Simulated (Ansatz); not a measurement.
**Hf across functionals**

```xyz
1
Lattice="-1.7675 1.7675 1.7675 1.7675 -1.7675 1.7675 1.7675 1.7675 -1.7675" Properties=species:S:1:pos:R:3 pbc="T T T"
Hf    0.0000    0.0000    0.0000
```

The conventional cell has a = 3.535 Å, b = 3.535 Å, c = 3.535 Å, α = 90.00°, β = 90.00°, γ = 90.00°. Hf (atom 1) has 8 Hf at 3.06 Å as nearest neighbours.

Structure from Materials Project entry mp-100 (possibly hypothetical), not relaxed further.

Spin–orbit coupling is left out, though it moves levels of the heavy atoms by tenths of an eV or more.

One fixed cell is solved with several functionals by frozen-core PAW in Ansatz 0.2.0, scalar-relativistically. A positive pressure means that the functional wants a larger cell.

The PAW files were made with PBE; their cores are remade for each functional.

Settings: a Γ-centred 14×14×14 k mesh, Fermi–Dirac smearing of 0.05 eV, cutoff 420 eV, no spin polarisation; the PAW files were made with PBE, and the program remakes their frozen cores for this functional.

Cutoffs: LDA 420 eV, PBEsol 420 eV, r²SCAN 500 eV, PBE 420 eV.

Question: One of the runs gave P (GPa) = 0.89, lowest level at Γ above −25 eV, from the valence-band top or, without a gap, the Fermi level (eV) = -11.45. Which setting was it?
A. PBE
B. LDA
C. PBEsol
D. r²SCAN

Answer: A. The full set:
| setting | P (GPa) | lowest level at Γ above −25 eV, from the valence-band top or, without a gap, the Fermi level (eV) |
| --- | --- | --- |
| LDA | -7.93 | -11.49 |
| PBEsol | -3.82 | -11.42 |
| r²SCAN | 0.40 | -11.70 |
| PBE | 0.89 | -11.45 |
